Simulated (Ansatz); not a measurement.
The system is HfO2.

```
Hf O
1.0
     5.21946    0.00000    0.00000
     0.00000    5.00476    0.00000
     0.00000    0.00000    5.03269
Hf O
4 8
Direct
  0.96699 0.73252 0.74144
  0.53301 0.73252 0.24144
  0.46699 0.26748 0.74144
  0.03301 0.26748 0.24144
  0.63213 0.92865 0.87927
  0.86787 0.92865 0.37927
  0.23395 0.53988 0.49229
  0.26605 0.53988 0.99229
  0.76605 0.46012 0.99229
  0.73395 0.46012 0.49229
  0.13213 0.07135 0.87927
  0.36787 0.07135 0.37927
```

Measurements of this composition are mostly on another form, of space group No. 14.

| Property | Result |
| --- | --- |
| Program | Ansatz 0.2.0 |
| Task | relaxation of cell and atoms |
| Functional | revPBE |
| Dispersion | D4 |
| Potentials or basis | Ansatz PAW |
| Cutoff | 420 eV (not typed: the program's choice for these potentials) |
| k mesh | 5 × 6 × 5 |
| Occupations | fermi-dirac, width 0.05 eV |
| Spin | no spin polarisation |

At the start: volume 10.96 Å³/atom.

**Question.** How do energy, volume and symmetry change on relaxing?

**Answer.** It ends after 7 steps and the volume is 11.22 Å³/atom (+2.4 %); space group Pca2_1 (No. 29, to 0.05 Å).

Step by step:
```
step  energy change (eV)  largest force (eV/Å)  volume (Å³)
   1              0.0000                0.1127       131.46
   2             -0.0397                0.0251       135.07
   3             -0.0439                0.0234       134.55
   4             -0.0441                0.0079       134.55
   5             -0.0606                0.0086       134.55
   6             -0.0602                0.0094       134.66
   7             -0.0607                0.0094       134.66
```

Final structure:
```yaml
crystal:
  lattice:
    - [5.26461, 0.00000, 0.00000]
    - [0.00000, 5.04360, 0.00000]
    - [0.00000, 0.00000, 5.07157]
  atoms:
    - { symbol: Hf, position: [0.96730, 0.73302, 0.74200] }
    - { symbol: Hf, position: [0.53270, 0.73302, 0.24200] }
    - { symbol: Hf, position: [0.46730, 0.26698, 0.74200] }
    - { symbol: Hf, position: [0.03270, 0.26698, 0.24200] }
    - { symbol: O, position: [0.63165, 0.92867, 0.87931] }
    - { symbol: O, position: [0.86835, 0.92867, 0.37931] }
    - { symbol: O, position: [0.23252, 0.54011, 0.49169] }
    - { symbol: O, position: [0.26748, 0.54011, 0.99169] }
    - { symbol: O, position: [0.76748, 0.45989, 0.99169] }
    - { symbol: O, position: [0.73252, 0.45989, 0.49169] }
    - { symbol: O, position: [0.13165, 0.07133, 0.87931] }
    - { symbol: O, position: [0.36835, 0.07133, 0.37931] }
```

Caveat: the plane-wave basis is chosen anew once the cell has moved, so the energies of steps on either side of that aren't comparable; the pressure holds a Pulay correction of +0.7 GPa for the finite cutoff; the PAW data sets come from PBE, with cores solved anew for the run's functional, which leaves a small shift of forces and pressure.
